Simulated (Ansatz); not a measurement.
**Calculated ¹⁷O NMR of the central transition for SnO₂**

Cell: a measured structure from the Crystallography Open Database (COD) whose atoms were relaxed with PBE, the cell held.

Space group P4_2/mnm (No. 136); a = 4.7380, c = 3.1865 Å.

| site | Wyckoff | site symmetry | x | y | z |
| --- | --- | --- | --- | --- | --- |
| Sn | 2a | m.mm | 0.0000 | 0.0000 | 0.0000 |
| O | 4f | m.2m | 0.3054 | 0.3054 | 0.0000 |

One atom of each set is listed.

Method: Kohn–Sham DFT in Ansatz, PBEsol, plane waves and PAW, scalar-relativistic, 420 eV cutoff, Γ-centred 7×7×9 k-points, Fermi–Dirac smearing 0.02 eV.

¹⁷O has I = 5/2 and Q = -25.58 mb (Pyykkö 2018); at 23.5 T its Larmor frequency is ν₀ = 135.7 MHz. Only the quadrupole interaction is simulated: positions count from each site's isotropic chemical shift, and J coupling is left out, as are shift anisotropy and dipolar coupling, which fast spinning averages.

**Question.** Simulate the second-order pattern (fast magic-angle spinning, Gaussian broadening 0.1 kHz) of site O (3 Sn at 2.05–2.06 Å).

**Answer.** The calculation gives C_Q = 6.51 MHz and η = 0.14, so ν_Q = 0.977 MHz and the centre of gravity lies at -13.9 ppm (-1.89 kHz).

| offset (kHz) | height |
| --- | --- |
| -4.920 | 0 |
| -4.800 | 0 |
| -4.679 | 4 |
| -4.559 | 6 |
| -4.438 | 6 |
| -4.318 | 6 |
| -4.197 | 7 |
| -4.077 | 7 |
| -3.957 | 7 |
| -3.836 | 7 |
| -3.716 | 7 |
| -3.595 | 7 |
| -3.475 | 8 |
| -3.354 | 8 |
| -3.234 | 9 |
| -3.113 | 30 |
| -2.993 | 54 |
| -2.873 | 74 |
| -2.752 | 86 |
| -2.632 | 63 |
| -2.511 | 55 |
| -2.391 | 50 |
| -2.270 | 48 |
| -2.150 | 46 |
| -2.030 | 46 |
| -1.909 | 45 |
| -1.789 | 46 |
| -1.668 | 47 |
| -1.548 | 48 |
| -1.427 | 50 |
| -1.307 | 54 |
| -1.186 | 59 |
| -1.066 | 68 |
| -0.946 | 91 |
| -0.825 | 100 |
| -0.705 | 75 |
| -0.584 | 61 |
| -0.464 | 18 |
| -0.343 | 0 |
| -0.223 | 0 |

At O V_zz stands upright on the plane through its three neighbours (within 1°).

At this cell the principal stresses reach 5 GPa in size with PBEsol, which can matter for small gradients. Without spin–orbit coupling (the program notes it for Sn) the gradients can shift somewhat, as the gap is small.

The run took 6.5 s of wall time (6 s of CPU time) and 0.45 GiB at its peak, on 1 thread of Intel Xeon 6975P-C (Granite Rapids) (x86_64; 16 cores open to the job, memory cap 3.0 GiB, no GPU), a shared host with a load of 1.7 a core.
